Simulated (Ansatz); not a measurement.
## Structure relaxation of Ga

These are results of DFT PBE, scalar-relativistic, plane waves, PAW in Ansatz 0.2.0, not measurements. Cutoff 420 eV, Γ-centred k mesh, Gaussian smearing, no spin polarisation in the final step.

Ga was placed on the bcc structure type (Im-3m, No. 229), at a guessed volume.

```
Ga
1.0
    -1.74064    1.74064    1.74064
     1.74064   -1.74064    1.74064
     1.74064    1.74064   -1.74064
Ga
1
Direct
  0.00000 0.00000 0.00000
```

Steps on the 16×16×16 mesh (1 atom). 4 of 5 steps are shown, and the free energy counts from the last. Trial steps that were taken back and renewals of the plane-wave basis can be among the rows.

```
step  ΔF (meV/atom) V (Å³/atom) P (GPa)
   1           20.6        21.10    -3.31
   2            1.1        19.71    -1.02
   3           -0.5        19.16     0.21
   5            0.0        19.25    -0.01
```

A final relaxation ran on a 18×18×18 mesh. The relaxed crystal, Im-3m (No. 229):

```cif
data_structure
_symmetry_space_group_name_H-M 'Im-3m'
_symmetry_Int_Tables_number 229
_cell_length_a 3.3730
_cell_length_b 3.3730
_cell_length_c 3.3730
_cell_angle_alpha 90.000
_cell_angle_beta 90.000
_cell_angle_gamma 90.000
_cell_volume 38.37
loop_
_atom_site_label
_atom_site_type_symbol
_atom_site_symmetry_multiplicity
_atom_site_Wyckoff_symbol
_atom_site_fract_x
_atom_site_fract_y
_atom_site_fract_z
_atom_site_occupancy
Ga1 Ga 2 a 0.00000 0.00000 0.00000 1
```

```yaml
Volume_per_atom: 19.19 Å³
Density: 6.03 g/cm³
Energy_over_the_standard_structure: 0.04 eV/atom
Gap_on_the_18×18×18_mesh: 0 eV (a metal)
```

Energies count from the standard state of Ga at the same level.

The final run used a 18×18×18 mesh on its 1-atom cell and 0.10 eV smearing. For metals, differences of a few meV/atom aren't resolved.

Symmetry constrained the relaxation, so the result can be a saddle point.